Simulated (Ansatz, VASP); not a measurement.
## One calculation of Sn, two programs

```
Sn
1.0
     0.00000    3.21164    3.21164
     3.21164    0.00000    3.21164
     3.21164    3.21164    0.00000
Sn
2
Direct
  0.75000 0.75000 0.75000
  0.50000 0.50000 0.50000
```

Change from the starting cell: volume scaled by 0.98.

Alike in both runs: task single point; functional PBEsol; k mesh 7 × 7 × 7; occupations fermi-dirac, width 0.05 eV; no spin polarisation.

|  | VASP | Ansatz |
| --- | --- | --- |
| version | VASP 6.6.1 | Ansatz 0.2.0 |
| potentials or method | VASP PAW PBE potentials, release 64 (Sn_d) | Ansatz PAW |
| plane-wave cutoff (eV) | 520 | 420 |
| valence electrons in the cell | 28 | 28 |

```csv
,VASP,Ansatz,Ansatz less VASP
gap on the k mesh at the Fermi level (eV),none,none,-
pressure (GPa),2.5,2.6,+0.07
```

A gap of «none» marks a metal or a gap that the smearing closes.

Caveats: the PAW data sets were made with another functional, which shifts forces and pressure a little (VASP); the PAW data sets come from PBE, with cores solved anew for the run's functional, which leaves a small shift of forces and pressure (Ansatz).
